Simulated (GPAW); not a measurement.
Set up this calculation in GPAW 26.7.0, as an ASE script.

```
Task                : band structure
Functional          : BLYP
Potentials or basis : PAW data sets generated in the run's folder for this functional
Cutoff              : 600 eV
Basis               : pw
k mesh              : 9 × 9 × 2
Occupations         : fermi-dirac, width 0.05 eV
Spin                : no spin polarisation
Eigensolver         : davidson
Maxiter             : 150
Band path           : GMKGALHA,LM,KH
Band points         : 80
```

The system is Te2Mo.

```
Te Mo
1.0
     3.51820    0.00000    0.00000
    -1.75910    3.04685    0.00000
     0.00000    0.00000   13.97360
Te Mo
4 2
Cartesian
  1.7591 1.0156 5.2960
  0.0000 2.0312 12.2828
  1.7591 1.0156 1.6908
  0.0000 2.0312 8.6776
  1.7591 1.0156 10.4802
  0.0000 2.0312 3.4934
```

The input as run:

run.py

```python
from ase import Atoms
from ase.dft.bandgap import bandgap
from ase.io import write
from ase.units import GPa
from gpaw import GPAW, PW, setup_paths

setup_paths.insert(0, '.')

atoms = Atoms(['Te', 'Te', 'Te', 'Te', 'Mo', 'Mo'],
              cell=[[3.5182, 0.0, 0.0],
                    [-1.7591, 3.0468505756, 0.0],
                    [0.0, 0.0, 13.9736]],
              scaled_positions=[[0.6666666667, 0.3333333333, 0.379],
                                [0.3333333333, 0.6666666667, 0.879],
                                [0.6666666667, 0.3333333333, 0.121],
                                [0.3333333333, 0.6666666667, 0.621],
                                [0.6666666667, 0.3333333333, 0.75],
                                [0.3333333333, 0.6666666667, 0.25]],
              pbc=True)

calc = GPAW(mode=PW(600),
            xc='BLYP',
            kpts={'size': (9, 9, 2), 'gamma': True},
            occupations={'name': 'fermi-dirac', 'width': 0.05},
            nbands=46,
            convergence={'density': 1e-05, 'energy': 1e-05},
            eigensolver='davidson',
            maxiter=150,
            txt='gpaw.txt')
atoms.calc = calc
energy = atoms.get_potential_energy()
forces = atoms.get_forces()
stress = atoms.get_stress()
calc.write('gs.gpw')
write('result.traj', atoms)
print(f'Energy: {energy:.6f} eV')
print('Forces (eV/A):')
print(forces.round(4))
print('Stress (GPa):', (stress / GPa).round(3))
print('Fermi level:', round(calc.get_fermi_level(), 4), 'eV')
print(f'Gap: {bandgap(calc)[0]:.4f} eV, direct: {bandgap(calc, direct=True)[0]:.4f} eV')

path = atoms.cell.bandpath('GMKGALHA,LM,KH', npoints=80, eps=1e-4)
bs_calc = calc.fixed_density(kpts=path, symmetry='off', nbands=73,
                             convergence={'bands': 'CBM+6.0', 'eigenstates': 1e-6}, txt='bands.txt')
bs = bs_calc.band_structure()
bs.write('bs.json')
print(f'Gap on the path: {bandgap(bs_calc)[0]:.4f} eV')
```

Potentials or basis: PAW data sets generated in the run's folder for this functional, pw.

Command:

```console
$ gpaw-setup -f BLYP Mo Te
$ OMP_NUM_THREADS=1 python run.py
```

It gave:

```
Pressure                : 8.2 GPa
Largest force           : 0.348 eV/Å
Band gap on the k mesh  : 0.81 eV, indirect (least direct gap 1.03 eV)
Band gap along the path : 0.73 eV, indirect (least direct gap 1.03 eV)
```

Caveat: spin-orbit coupling is left out, which moves the levels of the heavy elements; this functional lacks dispersion, which binds the layers, so the pressure and a relaxed spacing across them are unreliable.

It took 5.1 min on 1 thread of Arm Neoverse V2, on a shared host, peak memory 0.9 GiB.
